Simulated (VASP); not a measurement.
# Pt: intraband terms of a metal's spectrum

Pt, Fm-3m (no. 225), 1 atom in the cell. PBE, independent-particle dielectric function; PAW potentials Pt (PBE set).

## Input

INCAR.step1:
```
SYSTEM = Pt
  EDIFF = 1E-7
  ENCUT = 270
  ISMEAR = 1
  KPAR = 4
  LASPH = .True.
  LCHARG = .True.
  LMAXMIX = 4
  LWAVE = .False.
  PREC = Accurate
  SIGMA = 0.1
```

INCAR.step2:
```
SYSTEM = Pt
  CSHIFT = 0.1
  EDIFF = 1E-6
  ENCUT = 270
  ICHARG = 11
  ISMEAR = 0
  KPAR = 4
  LASPH = .True.
  LCHARG = .False.
  LMAXMIX = 4
  LWAVE = .True.
  NBANDS = 19
  NEDOS = 3000
  OMEGAMAX = 30
  PREC = Accurate
  SIGMA = 0.3
```

INCAR.step3, as INCAR.step2 but for:
```
- LWAVE = .True.
+ ALGO = None
+ ISTART = 1
+ LOPTICS = .True.
+ LWAVE = .False.
+ NELM = 1
```

INCAR.step4, as INCAR.step3 but for:
```
+ WPLASMAI = 0.03
```

INCAR.step5 to INCAR.step6 change the same tag again: WPLASMAI = 0.1, 0.3.

INCAR.step7, as INCAR.step6 but for:
```
- WPLASMAI = 0.3
+ RTIME = 5
```

INCAR.step8, as INCAR.step7 but for:
```
- RTIME = 5
+ RTIME = 40
```

INCAR.step9, as INCAR.step8 but for:
```
- RTIME = 40
+ LNABLA = .True.
```

INCAR.step10, as INCAR.step9 but for:
```
- ISMEAR = 0
- LNABLA = .True.
+ ISMEAR = -5
```

KPOINTS.step1:
```
k-points
0
Gamma
  12 12 12
```

KPOINTS.step2:
```
k-points
0
Gamma
  24 24 24
```

POSCAR:
```
Pt
1.0
    0.0000000000      1.9609000000      1.9609000000
    1.9609000000      0.0000000000      1.9609000000
    1.9609000000      1.9609000000      0.0000000000
Pt
1
Direct
    0.0000000000      0.0000000000      0.0000000000
```

Commands (each step's output is kept before the next begins):
```
cat potpaw_PBE.64/Pt/POTCAR > POTCAR
cp INCAR.step1 INCAR
cp KPOINTS.step1 KPOINTS
mpirun -np 4 vasp_std > vasp.out
cp INCAR.step2 INCAR
cp KPOINTS.step2 KPOINTS
mpirun -np 4 vasp_std > vasp.out
cp INCAR.step3 INCAR
mpirun -np 4 vasp_std > vasp.out
cp INCAR.step4 INCAR
mpirun -np 4 vasp_std > vasp.out
cp INCAR.step5 INCAR
mpirun -np 4 vasp_std > vasp.out
cp INCAR.step6 INCAR
mpirun -np 4 vasp_std > vasp.out
cp INCAR.step7 INCAR
mpirun -np 4 vasp_std > vasp.out
cp INCAR.step8 INCAR
mpirun -np 4 vasp_std > vasp.out
cp INCAR.step9 INCAR
mpirun -np 4 vasp_std > vasp.out
cp INCAR.step10 INCAR
mpirun -np 4 vasp_std > vasp.out
```

## Result

- Bands: 19

One ground state, settings moved in the last step alone:

| Settings | Plasma frequency (eV) | Im ε at 0.5 eV | Im ε at 1 eV | Im ε at 2 eV | Im ε at 4 eV | Time (s) |
|---|---|---|---|---|---|---|
| interband part alone | 8.43 | 74.3 | 45.7 | 20.5 | 7.0 | 9 |
| Drude term, WPLASMAI 0.03 | 8.43 | 91.3 | 47.9 | 20.7 | 7.1 | 10 |
| Drude term, WPLASMAI 0.1 | 8.43 | 129.0 | 52.8 | 21.3 | 7.1 | 8 |
| Drude term, WPLASMAI 0.3 | 8.43 | 199.9 | 65.3 | 23.1 | 7.4 | 9 |
| relaxation time RTIME 5 fs | 8.43 | 144.4 | 55.0 | 21.6 | 7.2 | 7 |
| relaxation time RTIME 40 fs | 8.43 | 83.7 | 46.9 | 20.6 | 7.0 | 9 |
| transversal form (LNABLA) | 7.79 | 66.5 | 41.9 | 18.8 | 6.7 | 7 |
| tetrahedron method | – | – | – | – | – | no result |

Limits: Spin-orbit coupling is left out, which can matter with atoms this heavy.

VASP 6.6.1 took 74 s on 4 cores (AMD EPYC 7R13 (Zen 3)), a shared host.
